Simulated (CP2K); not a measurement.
The system is HfO2.

```
CELL_PARAMETERS angstrom
3.61685 0.00000 0.00000
1.80843 3.13229 0.00000
1.80843 1.04410 2.95315
ATOMIC_POSITIONS crystal
Hf 0.00000 0.00000 0.00000
O 0.75000 0.75000 0.75000
O 0.25000 0.25000 0.25000
```

Measurements of this composition are mostly on another form, of space group No. 14.

Base run:

| Quantity | Value |
| --- | --- |
| Program | CP2K 2026.2 |
| Functional | LDA |
| Potentials or basis | POTENTIAL_UZH Hf GTH-PBE-q12, O GTH-PBE-q6; TZVP-MOLOPT-PBE-GTH basis |
| Density cutoff | 11565 eV |
| k mesh | 9 × 9 × 9 |
| Occupations | fermi-dirac, width 0.05 eV |
| Spin | no spin polarisation |

Its results: band gap on the k mesh 3.79 eV, indirect (least direct gap 3.90 eV); pressure -17.7 GPa.

Q: After a change of settings the same cell gave: band gap on the k mesh 5.37 eV, indirect (least direct gap 5.52 eV); pressure -0.2 GPa. Which change was it?
A. functional from LDA to PBEsol
B. functional from LDA to TASK
C. functional from LDA to AM05
D. functional from LDA to PW91

A: B.

TASK gives the wider gap, since meta-GGAs in the generalised Kohn-Sham scheme recover part of the derivative discontinuity.

Caveats: the potentials were made for another functional, which shifts forces and pressure; spin-orbit coupling is left out, which moves the levels of the heavy elements; the basis of atomic orbitals isn't converged, which shifts pressures, moduli and gaps; the mesh misses the band edges, which the band path finds closer together (some runs).

Runs at the PBE level aren't shown here.
